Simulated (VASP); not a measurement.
Runs of VASP 6.6.1 on KCl (Sylvite). The structure is cubic, space group Fm-3m (No. 225). The conventional cell has a = 6.293 Å, b = 6.293 Å, c = 6.293 Å, α = 90.00°, β = 90.00°, γ = 90.00°. Around K (site symmetry m-3m) lie 6 Cl at 3.15 Å. Around Cl (site symmetry m-3m) lie 6 K at 3.15 Å. 

```csv
task,cell,gap on the mesh (eV),pressure (GPa)
relaxation of the atoms,atoms relaxed from: a relaxed cell with its volume scaled by 1.04,4.91,-0.6
relaxation of the atoms,atoms relaxed from: a relaxed cell with its volume scaled by 0.98,5.10,0.4
relaxation of cell and atoms,relaxed,5.04,0.0
relaxation of the atoms,atoms relaxed from: a relaxed cell with its volume scaled by 0.94,(a),1.2
relaxation of the atoms,atoms relaxed from: a relaxed cell with its volume scaled by 1.06,4.85,-0.8
relaxation of the atoms,atoms relaxed from: a relaxed cell with its volume scaled by 0.96,(b),0.7
relaxation of the atoms,atoms relaxed,5.04,0.0
```

Alike in all rows: level PBE; potentials or basis VASP PAW PBE potentials, release 64 (K_sv, Cl); no spin polarisation; k mesh 8 × 8 × 8; cutoff (eV) 600; smearing gaussian 0.03 eV.

**Question.** Fill in the values left out.

**Answer.** (a) 5.25; (b) 5.17.

Caveats: the relaxation stopped at its first step, so nothing moved (some runs).

A k mesh can miss the band edges.
